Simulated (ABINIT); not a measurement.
A run of ABINIT 10.8.3 (patched build) is set up as follows.

run.abi

```
# Datasets: ground state, then fixed potential
ndtset 2

# Pseudopotentials
pp_dirpath "./"
pseudos "Ti.GGA_PBE-JTH.xml"

# Structure
acell 2.95 2.95 4.68 Angstrom
rprim
     1.0000000000     0.0000000000     0.0000000000
    -0.5000000000     0.8660254038     0.0000000000
     0.0000000000     0.0000000000     1.0000000000
ntypat 1
znucl 22
natom 2
typat 1 1
xred
     0.6666666667     0.3333333333     0.7500000000
     0.3333333333     0.6666666667     0.2500000000

# Plane-wave basis
ecut 15.0
pawecutdg 30.0

# Exchange and correlation
ixc -150130

# Bands and occupations
occopt 3
tsmear 0.05 eV

# SCF cycle
nstep 100

# Output
iomode 3
prtwf 0
prteig 0
prtebands 0
prtden1 1

# Dataset 1
kptopt1 1
ngkpt1 10 10 6
nshiftk1 1
shiftk1 0.0 0.0 0.0
nband1 16
tolvrs1 1.0e-9

# Dataset 2: bands along G-M-K-G-A-L-H-A
iscf2 -2
getden2 1
nband2 22
nbdbuf2 4
tolwfr2 1.0e-11
kptopt2 -7
ndivsm2 8
prteig2 1
prtvol2 -3
kptbounds2
     0.0000000000     0.0000000000     0.0000000000
     0.5000000000     0.0000000000     0.0000000000
     0.3333333333     0.3333333333     0.0000000000
     0.0000000000     0.0000000000     0.0000000000
     0.0000000000     0.0000000000     0.5000000000
     0.5000000000     0.0000000000     0.5000000000
     0.3333333333     0.3333333333     0.5000000000
     0.0000000000     0.0000000000     0.5000000000
```

Potentials or basis: JTH PAW PBE v2.0.

The run is started by

```console
$ abinit run.abi > log 2>&1
```

Problem. Predict the pressure.

Solution. -5.7 GPa.

Problem. Predict the band gap on the k mesh.

Solution. None (metal or under the smearing width).

Stress tensor (GPa, compression positive):
```
-5.58  0.00  0.00
 0.00 -5.58  0.00
 0.00  0.00 -6.04
```

Caveat: the PAW data sets were made with another functional, which shifts forces and pressure a little.
